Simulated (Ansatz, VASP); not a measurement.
Two plane-wave programs on C

Contents of INCAR:

```
SYSTEM = C
PREC = Accurate ; ENCUT = 520
EDIFF = 1E-7 ; ISMEAR = 0
SIGMA = 0.1 ; LREAL = .False.
LASPH = .True. ; NELM = 100
ALGO = Normal ; ISIF = 2
LWAVE = .False. ; LCHARG = .True.
GGA = PE ; LELF = .True.
LVHAR = .True. ; NBANDS = 16
```

KPOINTS

```
regular mesh
0
Gamma
  12 12 4
  0 0 0
```

POSCAR

```
C
1.0
    1.2280479700     -2.1270618200      0.0000000000
    1.2280479700      2.1270618200      0.0000000000
    0.0000000000      0.0000000000      7.1732677600
C
4
Direct
    0.0833794600      0.9166205400      0.7531376000
    0.5833794600      0.4166205400      0.2468624000
    0.9166205400      0.0833794600      0.2468624000
    0.4166205400      0.5833794600      0.7531376000
```

Input for Ansatz:

```yaml
crystal:
  lattice:
    - [1.22804797, -2.12706182, 0.0]
    - [1.22804797, 2.12706182, 0.0]
    - [0.0, 0.0, 7.17326776]
  atoms:
    - { symbol: C, position: [0.08337946, 0.91662054, 0.7531376] }
    - { symbol: C, position: [0.58337946, 0.41662054, 0.2468624] }
    - { symbol: C, position: [0.91662054, 0.08337946, 0.2468624] }
    - { symbol: C, position: [0.41662054, 0.58337946, 0.7531376] }
basis:
  ecutwfc: 420
kpoints:
  mp_grid: { grid: [12, 12, 4] }
hamiltonian:
  xc: pbe
scf:
  occupations: { method: gaussian, width: 0.1 }
output:
  forces: true
  stress: true
  eigenvalues: true
```

Alike in both runs: task single point; functional PBE; k mesh 12 × 12 × 4; occupations gaussian, width 0.1 eV; no spin polarisation.

|  | VASP | Ansatz |
| --- | --- | --- |
| version | VASP 6.6.1 | Ansatz 0.2.0 |
| potentials or method | VASP PAW PBE potentials, release 64 (C) | scalar-relativistic, plane waves, PAW |
| plane-wave cutoff (eV) | 520 | 420 |
| valence electrons in the cell | 16 | 16 |

|  | VASP | Ansatz | Ansatz less VASP |
| --- | --- | --- | --- |
| gap on the k mesh at the Fermi level (eV) | 0.02 | 0.02 | 0.000 |
| least direct gap on the mesh (eV) | 0.02 | 0.02 | 0.000 |
| pressure (GPa) | 4.2 | 3.8 | -0.43 |
| largest component of the traceless stress (GPa) | 2.68 | 2.18 | -0.500 |
| rms of the force components (eV/Å) | 0.015 | 0.015 | 0.0000 |

Atom by atom the forces differ by 0.000 eV/Å (rms over components).

Caveats: this functional lacks dispersion, which binds the layers, so the pressure and a relaxed spacing across them are unreliable.
